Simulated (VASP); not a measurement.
## C: single point with PBE+D3(BJ)

The system is C, a slab with vacuum.

```
C
1.0
     2.48543    0.00000    0.00000
    -1.24272    2.13536    0.00000
     0.00000    0.00000   26.00000
C
2
Direct
  0.00013 0.00027 0.50000
  0.66653 0.33307 0.50000
```

The cell isn't the ideal one: strain along x +0.008, atoms relaxed.

```json
{
  "Program": "VASP 6.6.1",
  "Task": "single point",
  "Functional": "PBE",
  "Dispersion": "D3(BJ)",
  "Potentials or basis": "VASP PAW PBE potentials, release 64 (C)",
  "Cutoff": "520 eV",
  "k mesh": "21 × 21 × 1",
  "Occupations": "gaussian, width 0.1 eV",
  "Spin": "no spin polarisation"
}
```

* Largest force: 0.004 eV/Å
* Band gap on the k mesh: 0.09 eV, direct
* Dispersion energy per atom: -0.088 eV
* Ionisation potential of the upper face: 4.32 eV

Forces in eV/Å, atoms in the order of the input:
```
C    0.000  0.004  0.000
C    0.000 -0.004  0.000
```

Levels at points of the mesh, in eV from the valence-band top:
| k point | band 1 | band 2 | band 3 | band 4 | band 5 | band 6 | band 7 | band 8 | band 9 |
| --- | --- | --- | --- | --- | --- | --- | --- | --- | --- |
| (0.00, 0.00, 0.00) | -19.39 | -7.50 | -3.04 | -2.97 | 3.34 | 4.11 | 4.37 | 4.83 | 5.13 |

It took 3.6 min on 1 thread of Intel(R) Xeon(R) 6975P-C (Granite Rapids), on a shared host, peak memory 0.33 GiB.
